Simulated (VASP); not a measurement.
# PtSe2 (Sudovikovite) (P-3m1) in VASP: settings compared, part 2 of 2

VASP 6.6.1. The steps go on from the part before.

## 3. Relaxation of cell and atoms, LDA

This run uses another cell than the first one, of 20.27 Å³/atom, 0.987 times its volume.

INCAR reads:

```
SYSTEM = PtSe2
PREC = Accurate
ENCUT = 600
EDIFF = 1E-6
ISMEAR = 0
SIGMA = 0.03
LREAL = .False.
LASPH = .True.
NELM = 80
ALGO = Normal
ISIF = 3
LWAVE = .False.
LCHARG = .False.
GGA = CA
IBRION = 2
NSW = 90
EDIFFG = -0.01
```

KPOINTS reads:

```
regular mesh
0
Gamma
  9 9 5
  0 0 0
```

POSCAR reads:

```
PtSe2
1.0
    3.7240000000      0.0000000000      0.0000000000
   -1.8620000000      3.2250786037      0.0000000000
    0.0000000000      0.0000000000      5.0620000000
Pt Se
1 2
Direct
    0.0000000000      0.0000000000      0.0000000000
    0.3333333333      0.6666666667      0.2500000000
    0.6666666667      0.3333333333      0.7500000000
```

Potentials or basis: VASP PAW LDA potentials, release 64 (Pt, Se).

Started as:

```bash
> cat potpaw_LDA.64/Pt/POTCAR potpaw_LDA.64/Se/POTCAR > POTCAR
> mpirun -np 1 vasp_std > vasp.out
```

OUTCAR:

```text
SYSTEM = PtSe2
   PREC = Accurate
   ENCUT = 600
   EDIFF = 1E-6
   ISMEAR = 0
   LREAL = .False.
   LASPH = .True.
   NELM = 80
   ISIF = 3
   GGA = CA
   IBRION = 2
   NSW = 90
   EDIFFG = -0.01

 ion  position               nearest neighbor table
   1  0.000  0.000  0.000-   2 2.49   3 2.49   3 2.49   2 2.49   3 2.49   2 2.49
   2  0.333  0.667  0.250-   1 2.49   1 2.49   1 2.49
   3  0.667  0.333  0.750-   1 2.49   1 2.49   1 2.49

  LATTYP: Found a hexagonal cell.
 ALAT       =     3.7240000000
 C/A-ratio  =     1.3592910849

  Lattice vectors:

 A1 = (   3.7240000000,   0.0000000000,   0.0000000000)
 A2 = (  -1.8620000000,   3.2250786037,   0.0000000000)
 A3 = (   0.0000000000,   0.0000000000,   5.0620000000)

Analysis of symmetry for initial positions (statically):
=====================================================================
 Subroutine PRICEL returns:
 Original cell was already a primitive cell.

 Routine SETGRP: Setting up the symmetry group for a
 hexagonal supercell.

 Subroutine GETGRP returns: Found 12 space group operations
 (whereof 12 operations were pure point group operations)
 out of a pool of 24 trial point group operations.

The static configuration has the point symmetry D_3d.

Analysis of symmetry for dynamics (positions and initial velocities):
=====================================================================
 Subroutine PRICEL returns:
 Original cell was already a primitive cell.

 Routine SETGRP: Setting up the symmetry group for a
 hexagonal supercell.

 Subroutine GETGRP returns: Found 12 space group operations
 (whereof 12 operations were pure point group operations)
 out of a pool of 24 trial point group operations.

The dynamic configuration has the point symmetry D_3d.

 Subroutine INISYM returns: Found 12 space group operations
 (whereof 12 operations are pure point group operations),
 and found     1 'primitive' translations

----------------------------------------------------------------------------------------
[... 153 lines left out ...]
  -------------------------------------------------------------------------------------
  Total        0.1186207      0.1186207     -0.2675816      0.0000000      0.0000000      0.0000000
  in kB        3.1260716      3.1260716     -7.0517149      0.0000000      0.0000000      0.0000000
  external PRESSURE =      -0.2665239 kB  Pullay stress =       0.0000000 kB
[... 92 lines left out ...]
  FREE ENERGIE OF THE ION-ELECTRON SYSTEM (eV)
  ---------------------------------------------------
  free  energy   TOTEN  =       -17.0652653898 eV

  energy  without entropy=      -17.0648345212  energy(sigma->0) =      -17.06504996

[... ionic steps 4 to 19 ...]

--------------------------------------- Ionic step       20  -------------------------------------------

 number of electron      22.0000005 magnetization

------------------------ aborting loop because EDIFF is reached ----------------------------------------
[... 69 lines left out ...]
--------------------------------------- Ionic step       22  -------------------------------------------

 number of electron      22.0000005 magnetization

 Free energy of the ion-electron system (eV)
  ---------------------------------------------------
  ext. energy  EPLUGINS =         0.00000000
  ---------------------------------------------------
  free energy    TOTEN  =       -17.09138819 eV

  energy without entropy =      -17.09061897  energy(sigma->0) =      -17.09100358

 E-fermi :   7.1028     XC(G=0): -11.2082

 val. band max:        7.0977967072   @ k =  -0.1111   0.4444   0.2000
 cond. band min:       7.1157178232   @ k =   0.0000   0.3333   0.2000
 fundamental gap:      0.0179211160
 Fermi energy:         7.1027569806

 k-point     1 :       0.0000    0.0000    0.0000
  band No.  band energies     occupation
      1      -8.8340      2.00000
      2      -5.5317      2.00000
      3      -0.2517      2.00000
      4       0.6293      2.00000
      5       0.6293      2.00000
      6       3.1751      2.00000
      7       3.1751      2.00000
      8       4.5891      2.00000
      9       6.0554      2.00000
     10       6.0554      2.00000
     11       7.9331      0.00000
     12       8.1572      0.00000
     13       8.1572      0.00000
     14      10.2357      0.00000
[... 401 lines left out ...]
      2      -6.1926      2.00000
      3       0.2110      2.00000
      4       0.9160      2.00000
      5       1.2490      2.00000
      6       2.1217      2.00000
      7       2.7967      2.00000
      8       3.6688      2.00000
      9       4.7683      2.00000
     10       5.2231      2.00000
     11       6.5054      2.00000
     12       7.4033      0.00000
     13       8.4686      0.00000
     14      11.6684      0.00000
     15      13.1622      0.00000

 [... further k-points ...]

------------------------ aborting loop because EDIFF is reached ----------------------------------------

  FORCE on cell =-STRESS in cart. coord.  units (eV):
  Direction    XX          YY          ZZ          XY          YZ          ZX
  --------------------------------------------------------------------------------------
  -------------------------------------------------------------------------------------
  Total       -0.0187667     -0.0187667     -0.0055580      0.0000000      0.0000000     -0.0000000
  in kB       -0.5205725     -0.5205725     -0.1541735      0.0000000      0.0000000     -0.0000000
  external PRESSURE =      -0.3984395 kB  Pullay stress =       0.0000000 kB
[... 18 lines left out ...]
  FREE ENERGIE OF THE ION-ELECTRON SYSTEM (eV)
  ---------------------------------------------------
  free  energy   TOTEN  =       -17.0913881922 eV

  energy  without entropy=      -17.0906189705  energy(sigma->0) =      -17.09100358

 reached required accuracy - stopping structural energy minimisation
```

OSZICAR:

```text
N       E                     dE             d eps       ncg     rms          rms(c)
DAV:   1     0.125025000582E+03    0.12503E+03   -0.11142E+04  1508   0.146E+03
DAV:   2    -0.120671960554E+02   -0.13709E+03   -0.13412E+03  1914   0.252E+02
DAV:   3    -0.178650443321E+02   -0.57978E+01   -0.57425E+01  1836   0.540E+01
DAV:   4    -0.179168692568E+02   -0.51825E-01   -0.51811E-01  1773   0.545E+00
[... 166 lines left out ...]
DAV:   1    -0.170915583549E+02   -0.20980E-03   -0.20549E-02  1500   0.987E-01    0.996E-02
DAV:   2    -0.170914328279E+02    0.12553E-03   -0.12684E-03  1619   0.337E-01    0.437E-02
DAV:   3    -0.170913987289E+02    0.34099E-04   -0.76148E-05  1808   0.923E-02    0.201E-02
DAV:   4    -0.170913882199E+02    0.10509E-04   -0.51383E-05  1584   0.471E-02    0.766E-03
DAV:   5    -0.170913881922E+02    0.27628E-07   -0.23382E-06  1549   0.107E-02
  22 F= -.17091388E+02 E0= -.17091004E+02  d E =-.135123E-03
```

Run time: 7.6 min. Hardware: 1 thread of Intel Xeon Platinum 8259CL at 2.50GHz (Skylake/Cascade Lake), shared host; peak memory 0.21 GiB.

What came out:

```
Free energy                            : -17.0914 eV
Relaxed volume                         : 19.25 Å³/atom
Relaxed cell                           : a = 3.744 Å, b = 3.744 Å, c = 4.757 Å, α = 90.00°, β = 90.00°, γ = 120.00°
Space group after relaxing (to 0.05 Å) : P-3m1 (No. 164)
Energy gained by relaxing              : 11.9 meV/atom
Ionic steps                            : 22
Pressure after relaxing                : 0.0 GPa
Band gap on the k mesh                 : none (metal or under the smearing width)
```

The path:
```
step  energy change (eV)  largest force (eV/Å)  pressure (GPa)  volume (Å³)
   1              0.0000                0.2186           -0.03        60.80
   2             -0.0051                0.1275           -0.86        60.77
   3             -0.0095                0.0736           -2.55        60.69
   4             -0.0105                0.0784           -2.53        60.62
   5             -0.0134                0.0925           -2.51        60.41
   6             -0.0184                0.1219           -2.43        59.98
   7             -0.0259                0.1882           -2.19        59.14
   8             -0.0244                0.3720           -1.35        57.44
   9             -0.0288                0.2390           -1.88        58.52
  10             -0.0324                0.1541           -1.11        58.26
  11             -0.0343                0.0247            0.13        57.88
  12             -0.0343                0.0325            0.05        57.90
  13             -0.0345                0.0273            0.03        57.91
  14             -0.0351                0.0107           -0.03        57.92
  15             -0.0355                0.0220           -0.14        57.95
  16             -0.0355                0.0193           -0.12        57.94
  17             -0.0355                0.0269            0.01        57.88
  18             -0.0355                0.0320            0.09        57.84
  19             -0.0356                0.0274            0.06        57.83
  20             -0.0356                0.0126            0.01        57.79
  21             -0.0356                0.0169           -0.09        57.72
  22             -0.0357                0.0009           -0.04        57.76
```

Final structure:
```
Pt Se
1.0
     3.74441    0.00000    0.00000
    -1.87220    3.24275    0.00000
     0.00000    0.00000    4.75686
Pt Se
1 2
Direct
  0.00000 0.00000 0.00000
  0.33333 0.66667 0.26584
  0.66667 0.33333 0.73416
```

## 4. Relaxation of cell and atoms, LDA

This run uses another cell than the first one, of 19.25 Å³/atom, 0.938 times its volume.

Changes to INCAR since step 3:

```diff
@@ -3,3 +3,3 @@
 ENCUT = 600
-EDIFF = 1E-6
+EDIFF = 1E-7
 ISMEAR = 0
@@ -16,2 +16,2 @@
 NSW = 90
-EDIFFG = -0.01
+EDIFFG = -0.005
```

KPOINTS is that of step 3.

POSCAR reads:

```
PtSe2                                   
1.0
    3.7444077445     -0.0000000000      0.0000000000
   -1.8722038723      3.2427522289     -0.0000000000
    0.0000000000     -0.0000000000      4.7568635327
  Pt              Se            
     1     2
Direct
     0.0000000000000000    0.0000000000000000    0.0000000000000000
     0.3333333332999970    0.6666666667000030    0.2658382304942967
     0.6666666667000030    0.3333333332999970    0.7341617695057032
```

Started as:

```bash
> cat potpaw_LDA.64/Pt/POTCAR potpaw_LDA.64/Se/POTCAR > POTCAR
> mpirun -np 1 vasp_std > vasp.out
```

It took 89 s on 1 thread of Intel Xeon Platinum 8259CL at 2.50GHz (Skylake/Cascade Lake), shared host; peak memory 0.2 GiB.

The run converged. Its results:

```
Free energy                            : -17.0912 eV
Relaxed volume                         : 19.25 Å³/atom
Relaxed cell                           : a = 3.744 Å, b = 3.744 Å, c = 4.757 Å, α = 90.00°, β = 90.00°, γ = 120.00°
Space group after relaxing (to 0.05 Å) : P-3m1 (No. 164)
Energy gained by relaxing              : 0.0 meV/atom
Ionic steps                            : 3
Pressure after relaxing                : 0.0 GPa
Largest force after relaxing           : 0.003 eV/Å
Band gap on the k mesh                 : none (metal or under the smearing width)
```

Forces in eV/Å, atoms in the order of the input:
```
Pt   0.000  0.000  0.000
Se   0.000  0.000  0.003
Se   0.000  0.000 -0.003
```

Final structure:
```
Pt Se
1.0
     3.74399    0.00000    0.00000
    -1.87200    3.24239    0.00000
     0.00000    0.00000    4.75663
Pt Se
1 2
Direct
  0.00000 0.00000 0.00000
  0.33333 0.66667 0.26584
  0.66667 0.33333 0.73416
```

Levels at points of the mesh, in eV from the Fermi level:
| k point | band 7 | band 8 | band 9 | band 10 | band 11 | band 12 | band 13 | band 14 | band 15 |
| --- | --- | --- | --- | --- | --- | --- | --- | --- | --- |
| (0.00, 0.00, 0.00) | -3.93 | -2.51 | -1.05 | -1.05 | 0.83 | 1.05 | 1.05 | 3.13 | 4.15 |

The run has no spin-orbit coupling, so splittings on Pt are missing.

## 5. Relaxation of cell and atoms, PBE+D3(BJ)

This run uses another cell than the first one, of 20.27 Å³/atom, 0.987 times its volume.

INCAR reads:

```
ALGO = Normal
EDIFF = 1E-6
EDIFFG = -0.01
ENCUT = 600
GGA = PE
IBRION = 2
ISIF = 3
ISMEAR = 0
IVDW = 12
KPAR = 2
LASPH = True
LCHARG = False
LREAL = False
LWAVE = False
NELM = 80
NSW = 90
PREC = Accurate
SIGMA = 0.03
```

KPOINTS reads:

```
k-points
0
Gamma
  9 9 5
```

POSCAR reads:

```
PtSe2
1.0
    3.7240000000      0.0000000000      0.0000000000
   -1.8620000000      3.2250786037      0.0000000000
    0.0000000000      0.0000000000      5.0620000000
Pt Se
1 2
Direct
    0.0000000000      0.0000000000      0.0000000000
    0.3333333333      0.6666666667      0.2500000000
    0.6666666667      0.3333333333      0.7500000000
```

Potentials or basis: VASP PAW PBE potentials, release 64 (Pt, Se).

Started as:

```bash
> cat potpaw_PBE.64/Pt/POTCAR potpaw_PBE.64/Se/POTCAR > POTCAR
> mpirun -np 2 vasp_std > vasp.out
```

OUTCAR:

```text
EDIFF = 1E-6
   EDIFFG = -0.01
   ENCUT = 600
   GGA = PE
   IBRION = 2
   ISIF = 3
   ISMEAR = 0
   IVDW = 12
   LASPH = True
   LREAL = False
   NELM = 80
   NSW = 90
   PREC = Accurate
 IVDW          = 12

 ion  position               nearest neighbor table
   1  0.000  0.000  0.000-   2 2.49   3 2.49   3 2.49   2 2.49   3 2.49   2 2.49
   2  0.333  0.667  0.250-   1 2.49   1 2.49   1 2.49
   3  0.667  0.333  0.750-   1 2.49   1 2.49   1 2.49

  LATTYP: Found a hexagonal cell.
 ALAT       =     3.7240000000
 C/A-ratio  =     1.3592910849

  Lattice vectors:

 A1 = (   3.7240000000,   0.0000000000,   0.0000000000)
 A2 = (  -1.8620000000,   3.2250786037,   0.0000000000)
 A3 = (   0.0000000000,   0.0000000000,   5.0620000000)

Analysis of symmetry for initial positions (statically):
=====================================================================
 Subroutine PRICEL returns:
 Original cell was already a primitive cell.

 Routine SETGRP: Setting up the symmetry group for a
 hexagonal supercell.

 Subroutine GETGRP returns: Found 12 space group operations
[... 389 lines left out ...]

 val. band max:        6.7681386444   @ k =   0.0000   0.2222   0.2000
 cond. band min:       6.7751708555   @ k =  -0.1111   0.4444   0.2000
 fundamental gap:      0.0070322112
 Fermi energy:         6.7718777576

 k-point     1 :       0.0000    0.0000    0.0000
  band No.  band energies     occupation
      1      -8.9349      2.00000
      2      -5.8144      2.00000
      3      -0.3815      2.00000
      4       0.5282      2.00000
      5       0.5282      2.00000
      6       2.9641      2.00000
      7       2.9641      2.00000
      8       4.2725      2.00000
      9       5.7468      2.00000
     10       5.7468      2.00000
     11       7.5429      0.00000
     12       7.7926      0.00000
     13       7.7926      0.00000
     14      10.1000      0.00000
[... 401 lines left out ...]
      2      -6.4196      2.00000
      3       0.0925      2.00000
      4       0.7866      2.00000
      5       1.0952      2.00000
      6       1.9363      2.00000
      7       2.5910      2.00000
      8       3.4216      2.00000
      9       4.5002      2.00000
     10       4.9158      2.00000
     11       6.1738      2.00000
     12       7.0690      0.00000
     13       8.1047      0.00000
     14      11.3128      0.00000
     15      12.8781      0.00000

 [... further k-points ...]

------------------------ aborting loop because EDIFF is reached ----------------------------------------

 Edisp (eV)   -1.47489

 E8    (eV) :    -0.6337
[... 26 lines left out ...]
  FREE ENERGIE OF THE ION-ELECTRON SYSTEM (eV)
  ---------------------------------------------------
  free  energy   TOTEN  =       -15.6655571339 eV

  energy  without entropy=      -15.6647366209  energy(sigma->0) =      -15.66514688

 reached required accuracy - stopping structural energy minimisation
```

CONTCAR:

```text
PtSe2
   1.00000000000000
     3.7698145519568014   -0.0000000000000000    0.0000000000000000
    -1.8849072759784007    3.2647551695578376    0.0000000000000001
    -0.0000000000000000    0.0000000000000000    4.8122564333291189
  Pt              Se
     1     2
Direct
     0.0000000000000000    0.0000000000000000    0.0000000000000000
     0.3333333332999970    0.6666666667000030    0.2666359101060591
     0.6666666667000030    0.3333333332999970    0.7333640898939411

  0.00000000E+00  0.00000000E+00  0.00000000E+00
  0.00000000E+00  0.00000000E+00  0.00000000E+00
  0.00000000E+00  0.00000000E+00  0.00000000E+00
```

It took 4.3 min on 2 MPI ranks of AMD EPYC 9R14 (Zen 4), shared host; peak memory 0.22 GiB.

Results:

* Free energy: -15.6656 eV
* Relaxed volume: 19.74 Å³/atom
* Relaxed cell: a = 3.770 Å, b = 3.770 Å, c = 4.812 Å, α = 90.00°, β = 90.00°, γ = 120.00°
* Space group after relaxing (to 0.05 Å): P-3m1 (No. 164)
* Energy gained by relaxing: 17.0 meV/atom
* Ionic steps: 20
* Pressure after relaxing: 0.0 GPa
* Band gap on the k mesh: none (metal or under the smearing width)
* Dispersion energy per atom: -0.492 eV

Stress tensor (GPa, compression positive):
```
-0.01  0.00  0.00
 0.00 -0.01  0.00
 0.00  0.00  0.08
```

Step by step:
| step | energy change (eV) | largest force (eV/Å) | pressure (GPa) | volume (Å³) |
| --- | --- | --- | --- | --- |
| 1 | 0.0000 | 0.6006 | 3.50 | 60.80 |
| 2 | 0.0320 | 0.3870 | -5.82 | 64.77 |
| 3 | -0.0234 | 0.1841 | -0.55 | 62.31 |
| 4 | -0.0234 | 0.1918 | -0.48 | 62.28 |
| 5 | -0.0282 | 0.1640 | -0.42 | 61.93 |
| 6 | -0.0396 | 0.0765 | -0.22 | 60.88 |
| 7 | -0.0415 | 0.1775 | 0.61 | 58.80 |
| 8 | -0.0449 | 0.0420 | 0.19 | 59.80 |
| 9 | -0.0491 | 0.0906 | -0.42 | 59.66 |
| 10 | -0.0495 | 0.1121 | -0.67 | 59.60 |
| 11 | -0.0493 | 0.0600 | 0.92 | 58.67 |
| 12 | -0.0507 | 0.0292 | 0.08 | 59.15 |
| 13 | -0.0508 | 0.0204 | -0.01 | 59.21 |
| 14 | -0.0509 | 0.0172 | -0.04 | 59.23 |
| 15 | -0.0509 | 0.0155 | -0.02 | 59.24 |
| 16 | -0.0509 | 0.0129 | -0.08 | 59.26 |
| 17 | -0.0509 | 0.0153 | -0.06 | 59.25 |
| 18 | -0.0509 | 0.0123 | 0.13 | 59.21 |
| 19 | -0.0509 | 0.0006 | 0.03 | 59.23 |
| 20 | -0.0509 | 0.0018 | 0.02 | 59.23 |

Final structure:
```yaml
crystal:
  lattice:
    - [3.76981, 0.00000, 0.00000]
    - [-1.88491, 3.26476, 0.00000]
    - [0.00000, 0.00000, 4.81226]
  atoms:
    - { symbol: Pt, position: [0.00000, 0.00000, 0.00000] }
    - { symbol: Se, position: [0.33333, 0.66667, 0.26664] }
    - { symbol: Se, position: [0.66667, 0.33333, 0.73336] }
```

Levels at points of the mesh, in eV from the Fermi level:
| k point | band 7 | band 8 | band 9 | band 10 | band 11 | band 12 | band 13 | band 14 | band 15 |
| --- | --- | --- | --- | --- | --- | --- | --- | --- | --- |
| (0.00, 0.00, 0.00) | -3.81 | -2.50 | -1.03 | -1.03 | 0.77 | 1.02 | 1.02 | 3.33 | 4.09 |

Caveat: pairwise dispersion overbinds metals, which lowers pressure and volume.

## 6. The runs side by side

| level | potentials or basis | gap on the mesh (eV) | pressure (GPa) | relaxed volume (Å³/atom) |
| --- | --- | --- | --- | --- |
| rev-vdW-DF2 | VASP PAW PBE potentials, release 64 (Pt, Se) | none | 0.0 | - |
| LDA | VASP PAW LDA potentials, release 64 (Pt, Se) | none | 0.0 | 19.25 |
| PBE+D3(BJ) | VASP PAW PBE potentials, release 64 (Pt, Se) | none | 0.0 | 19.74 |

Alike in all rows: task relaxation of cell and atoms; no spin polarisation; cell relaxed; k mesh 9 × 9 × 5; cutoff (eV) 600; smearing gaussian 0.03 eV.

Caveats: the relaxation stopped at its first step, so nothing moved (some runs); the PAW data sets were made with another functional, which shifts forces and pressure a little (some runs); pairwise dispersion overbinds metals, which lowers pressure and volume (some runs).

Total energies depend on the potentials used, so only differences within one code and one set of settings carry meaning.
